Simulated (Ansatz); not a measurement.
Fe (diamond): energy against volume

These are results of Ansatz, DFT, revPBE, plane waves (420 eV) with PAW, scalar-relativistic, not measurements. (PAW data from PBE, frozen cores regenerated.)

The cell is scaled uniformly from the relaxed one, with fractional coordinates and shape fixed. Energies are extrapolated to zero smearing, pressures are those at the given smearing. Magnetic state: non-magnetic.

A Birch-Murnaghan fit gives V₀ = 14.72 Å³/atom, B₀ = 147 GPa, B₀′ = 4.5.

Q: What are the energy above the minimum and the pressure at 12.965 Å³/atom?

A: 121.1 meV/atom and 24.91 GPa as computed.

Q: What are the energy above the minimum and the pressure at 13.554 Å³/atom?

A: 49.3 meV/atom and 14.70 GPa as computed.

Q: What are the energy above the minimum and the pressure at 15.912 Å³/atom?

A: 38.3 meV/atom and -9.51 GPa as computed.
